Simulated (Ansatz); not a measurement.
TiO2:

```
CELL_PARAMETERS angstrom
4.54535 0.00000 0.00000
0.00000 5.51962 0.00000
0.00000 0.00000 4.90920
ATOMIC_POSITIONS crystal
Ti 0.00000 0.17299 0.75000
Ti 0.50000 0.32701 0.25000
Ti 0.00000 0.82701 0.25000
Ti 0.50000 0.67299 0.75000
O 0.27145 0.38172 0.91865
O 0.77145 0.11828 0.08135
O 0.22855 0.11828 0.41865
O 0.72855 0.38172 0.58135
O 0.27145 0.61828 0.41865
O 0.77145 0.88172 0.58135
O 0.22855 0.88172 0.91865
O 0.72855 0.61828 0.08135
```

Measurements of this composition are mostly on another form, of space group No. 141.

* Program: Ansatz 0.2.0
* Task: relaxation of cell and atoms
* Functional: PBE
* Potentials or basis: Ansatz PAW
* Cutoff: 420 eV (not typed: the program's choice for these potentials)
* k mesh: 6 × 5 × 6
* Occupations: fermi-dirac, width 0.05 eV
* Spin: no spin polarisation

At the start: volume 10.26 Å³/atom.

Problem. How do energy, volume and symmetry change on relaxing?

Solution. It ends after 8 steps and the volume is 10.47 Å³/atom (+2.0 %); space group Pbcn (No. 60, to 0.05 Å).

Step by step:
| step | energy change (eV) | largest force (eV/Å) | volume (Å³) |
| --- | --- | --- | --- |
| 1 | 0.0000 | 0.1156 | 123.16 |
| 2 | -0.0195 | 0.1265 | 124.83 |
| 3 | -0.0205 | 0.1115 | 125.45 |
| 4 | -0.0251 | 0.0223 | 125.54 |
| 5 | -0.0253 | 0.0042 | 125.55 |
| 6 | -0.0378 | 0.0039 | 125.55 |
| 7 | -0.0374 | 0.0004 | 125.65 |
| 8 | -0.0378 | 0.0004 | 125.65 |

Final structure:
```xyz
12
Lattice="4.5792 0.0000 0.0000 0.0000 5.5735 0.0000 0.0000 0.0000 4.9234" Properties=species:S:1:pos:R:3 pbc="T T T"
Ti    0.0000    0.9889    3.6925
Ti    2.2896    1.7978    1.2308
Ti    0.0000    4.5846    1.2308
Ti    2.2896    3.7757    3.6925
O     1.2415    2.1207    4.5248
O     3.5311    0.6661    0.3986
O     1.0481    0.6661    2.0631
O     3.3377    2.1207    2.8603
O     1.2415    3.4528    2.0631
O     3.5311    4.9074    2.8603
O     1.0481    4.9074    4.5248
O     3.3377    3.4528    0.3986
```

Caveat: the plane-wave basis is chosen anew once the cell has moved, so the energies of steps on either side of that aren't comparable; the pressure holds a Pulay correction of +0.7 GPa for the finite cutoff.
